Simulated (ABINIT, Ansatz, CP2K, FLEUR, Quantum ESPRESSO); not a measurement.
## One calculation of Ga, 5 ways

```
Ga
1.0
     2.98511    0.00000    0.00000
     0.34371    2.96525    0.00000
     0.00000    0.00000   24.92778
Ga
6
Direct
  0.50000 0.50000 0.30087
  0.00000 0.00000 0.38052
  0.50000 0.50000 0.46017
  0.00000 0.00000 0.53983
  0.50000 0.50000 0.61948
  0.00000 0.00000 0.69913
```

Alike in all runs: functional PBE; k mesh 9 × 9 × 1; occupations fermi-dirac, width 0.05 eV; no spin polarisation; no spin-orbit coupling.

```tsv
program and potentials	plane-wave cutoff (eV)	notes	largest force (eV/Å)
Ansatz, Ansatz PAW	420	-	0.269
ABINIT, JTH PAW PBE v2.0	463	-	?
FLEUR, all-electron, FLAPW	-	-	0.273
Quantum ESPRESSO, PseudoDojo 0.4.1 SR PBE standard	1088	-	0.273
CP2K, POTENTIAL_UZH Ga GTH-PBE-q13; TZVP-MOLOPT-PBE-GTH basis	-	atomic basis	0.876
```

Task: Estimate from the other rows what the run with ABINIT, JTH PAW PBE v2.0 gave.

Result: Largest force 0.270 eV/Å. The other rows, which needn't bracket it: largest force 0.269 to 0.876.
